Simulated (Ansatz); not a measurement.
**Pd: a jump of H**

Computed with Ansatz, DFT PBE, scalar-relativistic, plane waves, PAW. Settings: 420 eV cutoff, 4×4×4 k-mesh, shifted by half a step, Gaussian smearing of 0.10 eV, no spin polarisation.

In a supercell of 16 host sites, interstitial H hops to an equivalent place, moving 2.79 Å between the relaxed ends. Climbing-image nudged elastic band at fixed cell with images 0 (start) to 4 (end), the path measured over all atoms, converged to 0.05 eV/Å; the order of the saddle wasn't checked, and the small cell leaves errors of about a tenth of an eV. Zero-point motion and tunnelling, which matter for H, are left out.

Command:

```bash
ansatz run input.yaml --threads 8 --pin off --max-ram 20480MiB --backend cpu --events-out ev --progress --plain --runs-dir out
```

Input:

```yaml
crystal:
  lattice:
    - [3.942249722, 3.942249722, -3.942249722]
    - [-3.942249722, -3.942249722, -3.942249722]
    - [-3.942249722, 3.942249722, 3.942249722]
  atoms:
    - { symbol: Pd, position: [0.2527836146, 0.752802825, 7.97915e-05] }
    - { symbol: Pd, position: [0.5000061137, 0.5000111777, 2.64986e-05] }
    - { symbol: Pd, position: [0.7472607203, 0.2472794307, 7.91413e-05] }
    - { symbol: Pd, position: [0.7499993209, 0.7500047943, 0.499996366] }
    - { symbol: Pd, position: [2.40626e-05, 0.7527180258, 0.2527533976] }
    - { symbol: Pd, position: [0.2527535532, 0.5000467614, 0.2528114853] }
    - { symbol: Pd, position: [0.4999860916, 0.2499959434, 0.2499986338] }
    - { symbol: Pd, position: [0.7500008556, -6.8517e-06, 0.2500106522] }
    - { symbol: Pd, position: [6.791e-07, 4.0566e-06, 2.66245e-05] }
    - { symbol: Pd, position: [0.4999872568, 0.7499956657, 0.7499997144] }
    - { symbol: Pd, position: [0.7472321309, 0.5000384283, 0.7472818628] }
    - { symbol: Pd, position: [1.4169e-06, 0.5000131774, 0.5000002856] }
    - { symbol: Pd, position: [0.2499752062, 0.2499805539, 0.4999962759] }
    - { symbol: Pd, position: [0.4999707436, -1.73714e-05, 0.4999986875] }
    - { symbol: Pd, position: [1.84125e-05, 0.2472873991, 0.7473177968] }
    - { symbol: Pd, position: [0.2499765301, -8.1609e-06, 0.7499849934] }
    - { symbol: H, position: [-0.000573894, 0.4986330568, -0.0018445748] }
basis:
  ecutwfc: 420
  xc_grid: 2
kpoints:
  mp_grid: { grid: [4, 4, 4], shift: [0.5, 0.5, 0.5] }
hamiltonian:
  xc: pbe
scf:
  occupations: { method: gaussian, width: 0.1 }
output:
  forces: true
neb:
  images: 3
  f_tol: 0.05
  max_iterations: 70
  order_check: false
  final_atoms:
    - { symbol: Pd, position: [0.2499765301, 0.7499918391, -1.50066e-05] }
    - { symbol: Pd, position: [0.4999872568, 0.4999956657, -2.856e-07] }
    - { symbol: Pd, position: [0.7472321309, 0.2500384283, -0.0027181372] }
    - { symbol: Pd, position: [0.7500008556, 0.7499931483, 0.5000106522] }
    - { symbol: Pd, position: [6.791e-07, 0.7500040566, 0.2500266245] }
    - { symbol: Pd, position: [0.2527836146, 0.502802825, 0.2500797915] }
    - { symbol: Pd, position: [0.5000061137, 0.2500111777, 0.2500264986] }
    - { symbol: Pd, position: [0.7472607203, -0.0027205693, 0.2500791413] }
    - { symbol: Pd, position: [1.84125e-05, -0.0027126009, -0.0026822032] }
    - { symbol: Pd, position: [0.4999707436, 0.7499826286, 0.7499986875] }
    - { symbol: Pd, position: [0.7499993209, 0.5000047943, 0.749996366] }
    - { symbol: Pd, position: [2.40626e-05, 0.5027180258, 0.5027533976] }
    - { symbol: Pd, position: [0.2527535532, 0.2500467614, 0.5028114853] }
    - { symbol: Pd, position: [0.4999860916, -4.0566e-06, 0.4999986338] }
    - { symbol: Pd, position: [1.4169e-06, 0.2500131774, 0.7500002856] }
    - { symbol: Pd, position: [0.2499752062, -1.94461e-05, 0.7499962759] }
    - { symbol: H, position: [-0.000573894, 0.2486330568, 0.2481554252] }
```

Course of the band:

| iteration | largest band force (eV/Å) | climbing image | energies over image 0 (eV) |
| --- | --- | --- | --- |
| 1 | 3.439 | none | 0.000 0.315 1.249 0.322 0.000 |
| 2 | 0.840 | none | 0.000 0.183 0.578 0.186 0.000 |
| 3 | 0.262 | 2 | 0.000 0.170 0.497 0.173 0.000 |
| 4 | 0.063 | 2 | 0.000 0.170 0.484 0.171 0.000 |
| 5 | 0.121 | 2 | 0.000 0.170 0.481 0.171 0.000 |
| 6 | 0.150 | 2 | 0.000 0.169 0.479 0.170 0.000 |
| 7 | 0.209 | 2 | 0.000 0.167 0.473 0.168 0.000 |
| 8 | 0.320 | 2 | 0.000 0.159 0.456 0.160 0.000 |
| 9 | 0.509 | 2 | 0.000 0.139 0.403 0.140 0.000 |
| 10 | 0.626 | 2 | 0.000 0.138 0.280 0.139 0.000 |
| 11 | 0.465 | 2 | 0.000 0.130 0.157 0.130 0.000 |
| 12 | 0.404 | 1 | 0.000 0.147 0.107 0.123 0.000 |
| 13 | 0.168 | 1 | 0.000 0.169 0.090 0.121 0.000 |
| 14 | 0.090 | 1 | 0.000 0.166 0.082 0.123 0.000 |
| 15 | 0.009 | 1 | 0.000 0.165 0.082 0.123 0.000 |

Final band:

| image | path (Å) | E − E(0) (eV) | H x (Å) | H y (Å) | H z (Å) | force on H (eV/Å) |
| --- | --- | --- | --- | --- | --- | --- |
| 0 | 0.00 | 0.000 | -1.961 | -1.975 | -1.971 | 0.00 |
| 1 | 1.06 | 0.165 | -1.384 | -1.354 | -1.354 | 0.01 |
| 2 | 1.81 | 0.082 | -1.073 | -0.872 | -0.872 | 0.31 |
| 3 | 2.57 | 0.123 | -1.542 | -0.449 | -0.449 | 0.25 |
| 4 | 3.32 | 0.000 | -1.961 | -0.004 | 0.000 | 0.00 |

Barrier 0.17 eV. The run took 16 min on 8 threads of Intel(R) Xeon(R) Processor @ 2.70GHz, with other jobs on the host, peak memory 4.8 GiB.